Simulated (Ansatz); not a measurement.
**Pt (element-swapped structure): how the settings move a single-point run**

How sensitive is a single-point run of Pt (element-swapped structure) to its settings? A reference run comes first, then four runs with altered input.

Program: Ansatz 0.2.0. Level of theory: reference: DFT PBE, plane waves, PAW, scalar-relativistic, no spin polarisation. These are calculated values, not measurements.

**1. The system as given**

Symmetry: I4/mmm, No. 139, tetragonal system. The conventional cell has a = 3.105 Å, b = 3.105 Å, c = 5.212 Å, α = 90.00°, β = 90.00°, γ = 90.00°. Pt (site symmetry 4/mmm) has 12 Pt at 3.10 to 3.41 Å as nearest neighbours.

As a file:

```
Pt
1.0
     0.00000    3.10489    0.00000
     3.10489    0.00000    0.00000
     1.55245    1.55245   -2.60623
Pt
1
Direct
  0.00000 0.00000 0.00000
```

**2. Baseline**

File input.yaml:

```yaml
crystal:
  lattice:
    - [0.0, 3.104895, 0.0]
    - [3.104895, 0.0, 0.0]
    - [1.552447, 1.552447, -2.60623]
  atoms:
    - { symbol: Pt, position: [0.0, 0.0, 0.0] }
  symmetry: { tolerance: 0.0003 }
kpoints:
  mp_grid: { grid: [7, 7, 7], shift: [0, 0, 0] }
magnetization:
  spin_polarized: false
scf:
  occupations: { method: fermi_dirac }
hamiltonian:
  pseudopotentials: { kind: paw }
  xc: pbe
basis:
  ecutwfc: 420
output:
  forces: true
  stress: true
  eigenvalues: true
```

On the command line:

```
$ ansatz run input.yaml --threads 1 --pin off --max-ram 2560MiB --backend cpu --events-out ev --progress --plain --runs-dir out
```

Output, cut to the lines that bear on the results:

```text
Warning: RAYON_NUM_THREADS=1 ignored (pool sized by the plan → 1); use --threads N
[...]
Pseudopotentials: kind: paw
Pseudopotential: Pt, paw, valence charge 18, recommended cutoff 420 eV (normal), Pt.paw.azcp
Functional definition: PBE
[...]
Crystal: 1 atoms, lattice volume = 25.125 Å³
Basis set: ecut = 420 eV, 501 PW (Γ), exchange–correlation on 48×48×48 points (8 copies of the dense FFT grid, shifted against one another)
Bands: 13, of which v1, the nominal top of the filled ones, is band 9 counted from 1 (8 counted from 0)
Symmetry: 16 space group operations
Space group: I4/mmm (ITA 139), of the structure as read, at distance tolerance 8.8e-4 Å
k-points: 40 of 343
[...]
SCF iter   1: F=—  HF=-12521.515060 eV  |F-HF|=—  |Δ(HF+E_count)|=         —  Δρ=3.74e-3  dr2=1.37e-3  ethr=1.77e-3  ⟨swp⟩=5.0  Hψ=2622  notcnv=0
[...]
SCF iter   6: F=-12521.514848 eV  HF=-12521.514848 eV  |F-HF|=6.67e-9  |Δ(HF+E_count)|=   9.69e-8  Δρ=6.27e-6  dr2=1.05e-8  ethr=5.56e-10  ⟨swp⟩=4.1  Hψ=1649  notcnv=0
[...]
SCF converged after 6 iterations
Free energy (F): -12521.514848 eV
[...]
E sigma→0 (E₀):  -12521.476160 eV
Entropy (-TS):   -0.077376 eV (-77.376 meV/atom)
Fermi energy:    11.217627 eV
[...]
--- Forces (eV/Å), atoms counted from 1 ---
  atom   1  Pt     0.00000000    -0.00000000     0.00000000
[...]
--- Stress (GPa, compression-positive) ---
      -29.707487       0.000000       0.000000
        0.000000     -29.707487       0.000000
        0.000000       0.000000     -28.184880
  P = ⅓ Tr σ = -29.2000 GPa (-292.000 kbar)
--- Band table (eV; the first three rows and the last of 40) ---
  k-point 0: bands = ["-85.8217", "-40.0187", "-40.0187", "-39.9568", "5.4807", "8.8794", "9.8833", "9.9780", "9.9780", "10.9311", "26.2201", "27.4521", "28.3351"]
[...]
```

Run time: 0.44 s. Hardware: 1 thread of Intel Xeon 6975P-C (Granite Rapids), shared host; peak memory 0.33 GiB.

**3. Variant: preconditioner resta**

input.yaml, as its differences from that of step 2:

```diff
@@ -14,2 +14,3 @@
   occupations: { method: fermi_dirac }
+  mixing: { preconditioner: resta }
 hamiltonian:
```

On the command line:

```
$ ansatz run input.yaml --threads 1 --pin off --max-ram 2560MiB --backend cpu --events-out ev --progress --plain --runs-dir out
```

Output, cut to the lines that bear on the results:

```text
Warning: RAYON_NUM_THREADS=1 ignored (pool sized by the plan → 1); use --threads N
[...]
[... 3 set-up lines as earlier in the session ...]
[...]
Crystal: 1 atoms, lattice volume = 25.125 Å³
Basis set: ecut = 420 eV, 501 PW (Γ), exchange–correlation on 48×48×48 points (8 copies of the dense FFT grid, shifted against one another)
Bands: 13, of which v1, the nominal top of the filled ones, is band 9 counted from 1 (8 counted from 0)
[... 2 set-up lines as earlier in the session ...]
k-points: 40 of 343
[...]
SCF iter   1: F=—  HF=-12521.515060 eV  |F-HF|=—  |Δ(HF+E_count)|=         —  Δρ=3.74e-3  dr2=1.37e-3  ethr=1.77e-3  ⟨swp⟩=5.0  Hψ=2622  notcnv=0
[...]
SCF iter   6: F=-12521.514848 eV  HF=-12521.514848 eV  |F-HF|=2.38e-10  |Δ(HF+E_count)|=   9.60e-8  Δρ=2.94e-6  dr2=9.82e-10  ethr=5.56e-10  ⟨swp⟩=4.9  Hψ=2080  notcnv=0
[...]
SCF converged after 6 iterations
Free energy (F): -12521.514848 eV
[...]
E sigma→0 (E₀):  -12521.476160 eV
Entropy (-TS):   -0.077376 eV (-77.376 meV/atom)
Fermi energy:    11.217643 eV
[...]
--- Forces (eV/Å), atoms counted from 1 ---
  atom   1  Pt     0.00000000     0.00000000     0.00000000
[...]
--- Stress (GPa, compression-positive) ---
      -29.707516       0.000000       0.000000
        0.000000     -29.707516       0.000000
        0.000000       0.000000     -28.184974
  P = ⅓ Tr σ = -29.2000 GPa (-292.000 kbar)
--- Band table (eV; the first three rows and the last of 40) ---
  k-point 0: bands = ["-85.8216", "-40.0187", "-40.0187", "-39.9568", "5.4807", "8.8794", "9.8833", "9.9780", "9.9780", "10.9311", "26.2201", "27.4520", "28.3351"]
[...]
```

Wall time 0.44 s (1 thread of Intel Xeon 6975P-C (Granite Rapids), shared host); peak memory 0.3 GiB.

Energy and cycle count are those of the reference, so the change (mixing) left the result and the number of cycles as they were.

**4. Variant: hubbard.sites [{species: Pt, l: d, u_eff: 8.0}], hubbard.double_counting fll**

input.yaml, as its differences from that of step 2:

```diff
@@ -17,2 +17,3 @@
   xc: pbe
+  hubbard: { sites: [{ species: Pt, l: d, u_eff: 8.0 }], double_counting: fll }
 basis:
@@ -23 +24,5 @@
   eigenvalues: true
+  write_density: true
+  write_potential: true
+  elf: true
+  volumetric_format: npy
```

On the command line:

```
$ ansatz run input.yaml --threads 1 --pin off --max-ram 2560MiB --backend cpu --events-out ev --progress --plain --runs-dir out
```

Output, cut to the lines that bear on the results:

```text
Warning: RAYON_NUM_THREADS=1 ignored (pool sized by the plan → 1); use --threads N
Pt: projections on atomic orbitals take those of the free atom [Kr 4d10 4f14] 5s2 5p6 5d9 6s1, of charge +0.00 (hamiltonian.pseudopotentials.projection_atoms); the dataset's partial waves leave at most 9.1e-5 of an orbital's norm unspanned inside its sphere
[...]
[... 3 set-up lines as earlier in the session ...]
[...]
Crystal: 1 atoms, lattice volume = 25.125 Å³
Basis set: ecut = 420 eV, 501 PW (Γ), exchange–correlation on 48×48×48 points (8 copies of the dense FFT grid, shifted against one another)
Bands: 13, of which v1, the nominal top of the filled ones, is band 9 counted from 1 (8 counted from 0)
[... 2 set-up lines as earlier in the session ...]
k-points: 40 of 343
[...]
SCF iter   1: F=—  HF=-12518.540059 eV  |F-HF|=—  |Δ(HF+E_count)|=         —  Δρ=2.03e-2  dr2=3.74e-2  ethr=2.08e-4  ⟨swp⟩=1.0  Hψ=3397  notcnv=0
[...]
SCF iter   8: F=-12518.711333 eV  HF=-12518.711333 eV  |F-HF|=1.21e-8  |Δ(HF+E_count)|=   1.39e-6  Δρ=8.77e-6  dr2=5.00e-9  ethr=5.56e-10  ⟨swp⟩=7.8  Hψ=3144  notcnv=0
[...]
SCF converged after 8 iterations
Free energy (F): -12518.711333 eV
[...]
E sigma→0 (E₀):  -12518.698145 eV
Entropy (-TS):   -0.026377 eV (-26.377 meV/atom)
Fermi energy:    9.050021 eV
[...]
--- Forces (eV/Å), atoms counted from 1 ---
  atom   1  Pt     0.00000000     0.00000000     0.00000000
[...]
--- Stress (GPa, compression-positive) ---
      -22.692413       0.000000       0.000000
        0.000000     -22.692413       0.000000
        0.000000       0.000000     -19.093369
  P = ⅓ Tr σ = -21.4927 GPa (-214.927 kbar)
--- Band table (eV; the first three rows and the last of 40) ---
  k-point 0: bands = ["-84.5748", "-38.9540", "-38.9540", "-38.6562", "5.6027", "6.9629", "6.9834", "6.9834", "7.1650", "7.7562", "26.2810", "27.5112", "28.4365"]
[...]
Occupation matrices written to <dir>
```

It took 1 s on 1 thread of Intel Xeon 6975P-C (Granite Rapids), shared host; peak memory 0.33 GiB.

Changing the Hubbard U moves the energy by +2.80 eV/atom, and the pressure goes from -29.2 to -21.5 GPa. The U term adds an energy of its own, so the shift says nothing about which run is better.

**5. Variant: mp_grid.grid [2, 2, 2]**

input.yaml, as its differences from that of step 2:

```diff
@@ -9,3 +9,3 @@
 kpoints:
-  mp_grid: { grid: [7, 7, 7], shift: [0, 0, 0] }
+  mp_grid: { grid: [2, 2, 2], shift: [0, 0, 0] }
 magnetization:
```

On the command line:

```
$ ansatz run input.yaml --threads 1 --pin off --max-ram 2560MiB --backend cpu --events-out ev --progress --plain --runs-dir out
```

Output, cut to the lines that bear on the results:

```text
Warning: RAYON_NUM_THREADS=1 ignored (pool sized by the plan → 1); use --threads N
[...]
[... 3 set-up lines as earlier in the session ...]
[...]
Crystal: 1 atoms, lattice volume = 25.125 Å³
Basis set: ecut = 420 eV, 501 PW (Γ), exchange–correlation on 48×48×48 points (8 copies of the dense FFT grid, shifted against one another)
Bands: 13, of which v1, the nominal top of the filled ones, is band 9 counted from 1 (8 counted from 0)
[... 2 set-up lines as earlier in the session ...]
k-points: 4 of 8
[...]
SCF iter   1: F=—  HF=-12519.976926 eV  |F-HF|=—  |Δ(HF+E_count)|=         —  Δρ=6.23e-2  dr2=1.23e0  ethr=1.77e-3  ⟨swp⟩=5.0  Hψ=268  notcnv=0
[...]
SCF iter  11: F=-12519.636680 eV  HF=-12519.636680 eV  |F-HF|=2.99e-8  |Δ(HF+E_count)|=   1.85e-8  Δρ=1.14e-5  dr2=4.45e-8  ethr=5.56e-10  ⟨swp⟩=2.0  Hψ=156  notcnv=0
[...]
SCF converged after 11 iterations
Free energy (F): -12519.636680 eV
[...]
E sigma→0 (E₀):  -12519.570751 eV
Entropy (-TS):   -0.131860 eV (-131.860 meV/atom)
Fermi energy:    12.487045 eV
[...]
--- Forces (eV/Å), atoms counted from 1 ---
  atom   1  Pt     0.00000000    -0.00000000     0.00000000
[...]
--- Stress (GPa, compression-positive) ---
       -6.968207       0.000000       0.000001
        0.000000      -6.968207       0.000001
        0.000001       0.000001       8.289809
  P = ⅓ Tr σ = -1.8822 GPa (-18.822 kbar)
--- Band table (eV) ---
  k-point 0: bands = ["-84.4561", "-38.8569", "-38.8569", "-38.5199", "5.6390", "9.4923", "10.7794", "10.8405", "10.8405", "11.7219", "26.3404", "27.5475", "28.4335"]
[...]
```

It took 0.26 s on 1 thread of Intel Xeon 6975P-C (Granite Rapids), shared host; peak memory 0.32 GiB.

Changing the k-point mesh moves the energy by +1.88 eV/atom, and the pressure goes from -29.2 to -1.9 GPa. Sampling errors of the energy have no fixed sign. These settings are too coarse to quote as the system's properties.

**6. Changed: occupations.method cold, occupations.width 0.025, preconditioner resta, chi_scale 0.0**

input.yaml, as its differences from that of step 2:

```diff
@@ -13,3 +13,5 @@
 scf:
-  occupations: { method: fermi_dirac }
+  occupations: { method: cold, width: 0.025 }
+  mixing: { preconditioner: resta }
+  initial_density: { chi_scale: 0.0 }
 hamiltonian:
@@ -23 +25,5 @@
   eigenvalues: true
+  write_density: true
+  write_potential: true
+  elf: true
+  volumetric_format: npy
```

On the command line:

```
$ ansatz run input.yaml --threads 1 --pin off --max-ram 2560MiB --backend cpu --events-out ev --progress --plain --runs-dir out
```

Output, cut to the lines that bear on the results:

```text
Warning: RAYON_NUM_THREADS=1 ignored (pool sized by the plan → 1); use --threads N
[...]
[... 3 set-up lines as earlier in the session ...]
[...]
Crystal: 1 atoms, lattice volume = 25.125 Å³
Basis set: ecut = 420 eV, 501 PW (Γ), exchange–correlation on 48×48×48 points (8 copies of the dense FFT grid, shifted against one another)
Bands: 13, of which v1, the nominal top of the filled ones, is band 9 counted from 1 (8 counted from 0)
[... 2 set-up lines as earlier in the session ...]
k-points: 40 of 343
[...]
SCF iter   1: F=—  HF=-12521.712753 eV  |F-HF|=—  |Δ(HF+E_count)|=         —  Δρ=5.82e-2  dr2=1.05e0  ethr=3.10e-3  ⟨swp⟩=4.7  Hψ=2661  notcnv=0
[...]
SCF iter   7: F=-12521.468834 eV  HF=-12521.468835 eV  |F-HF|=2.91e-8  |Δ(HF+E_count)|=   2.28e-7  S|Δr|=    0.00e0  Δρ=1.50e-5  dr2=4.29e-8  ethr=5.56e-10  ⟨swp⟩=7.9  Hψ=2869  notcnv=0
[...]
SCF converged after 7 iterations
Stability not checked: this state was not tested for a lower state beside it, because cold or Methfessel-Paxton smearing, or corrected tetrahedra, fill the levels in a way that the test cannot read (fill_not_monotonic; see scf.lower_state_search)
Free energy (F): -12521.468834 eV
[...]
E sigma→0 (E₀):  -12521.468905 eV
Entropy (-TS):   0.000211 eV (0.211 meV/atom)
Fermi energy:    11.131057 eV
[...]
--- Forces (eV/Å), atoms counted from 1 ---
  atom   1  Pt    -0.00000000    -0.00000000     0.00000000
[...]
--- Stress (GPa, compression-positive) ---
      -30.072526       0.000000       0.000000
        0.000000     -30.072526       0.000000
        0.000000       0.000000     -28.211749
  P = ⅓ Tr σ = -29.4523 GPa (-294.523 kbar)
--- Band table (eV; the first three rows and the last of 40) ---
  k-point 0: bands = ["-85.8132", "-40.0105", "-40.0105", "-39.9494", "5.4821", "8.8869", "9.8904", "9.9816", "9.9816", "10.9368", "26.2198", "27.4528", "28.3373"]
[...]
```

Run time: 0.61 s. Hardware: 1 thread of Intel Xeon 6975P-C (Granite Rapids), shared host; peak memory 0.28 GiB.

Changing the smearing, mixing and start moves the energy by +7.3 meV/atom (σ→0 values).

**7. Side by side**

| run | ending | energy change | pressure (GPa) | gap (eV) | force (eV/Å) | cycles | time |
| --- | --- | --- | --- | --- | --- | --- | --- |
| reference | converged | 0 | -29.2 | 0.00 | 0.00 | 6 | 0.44 s |
| 1: preconditioner resta | converged | 0.0 meV/atom | -29.2 | 0.00 | 0.00 | 6 | 0.44 s |
| 2: hubbard.sites [{species: Pt, l: d, u_eff: 8.0}], hubbard.double_counting fll | converged | +2.80 eV/atom (U changed: no physical gain or loss) | -21.5 | 0.00 | 0.00 | 8 | 1 s |
| 3: mp_grid.grid [2, 2, 2] | converged | +1.88 eV/atom | -1.9 | 0.00 | 0.00 | 11 | 0.26 s |
| 4: occupations.method cold, occupations.width 0.025, preconditioner resta, chi_scale 0.0 | converged | +7.3 meV/atom (σ→0) | -29.5 | 0.00 | 0.00 | 7 | 0.61 s |

Times don't compare one to one where runs were asked for different outputs or read a saved state (see the inputs); cycles may leave out searches for a lower state.

Residual by cycle in the longest SCF loop of each run; runs are numbered as in the table. The quantity is the density residual dr2, in eV.

| cycle | reference | run 1 | run 2 | run 3 | run 4 |
| --- | --- | --- | --- | --- | --- |
| 1 | 0.00137 | 0.00137 | 0.0374 | 1.23 | 1.05 |
| 2 | 3.9e-4 | 1.3e-4 | 0.0163 | 2.5 | 0.253 |
| 3 | 1.3e-5 | 1.4e-5 | 0.014 | 0.0465 | 0.00579 |
| 4 | 1.9e-6 | 4.0e-6 | 0.00263 | 0.676 | 4.1e-4 |
| 5 | 1.1e-7 | 1.0e-7 | 2.4e-4 | 0.00495 | 8.3e-6 |
| 6 | 1.0e-8 | 9.8e-10 | 1.4e-5 | 8.7e-5 | 9.1e-7 |
| 7 | - | - | 5.2e-7 | 7.9e-5 | 4.3e-8 |
| 8 | - | - | 5.0e-9 | 8.6e-6 | - |
| 9 | - | - | - | 1.9e-7 | - |
| 10 | - | - | - | 2.0e-7 | - |
| 11 | - | - | - | 4.5e-8 | - |

What this shows: A changed U is a change of model: its shifts are not errors of convergence. The structure is not at rest: the sound run finds -29 GPa, so these are no properties of the relaxed crystal. 

The reference has limits of its own: it is run without spin, though an odd electron count or open d shells could carry moments; its mesh is coarse for a cell with so small a gap or none; the structure is made up and not relaxed.
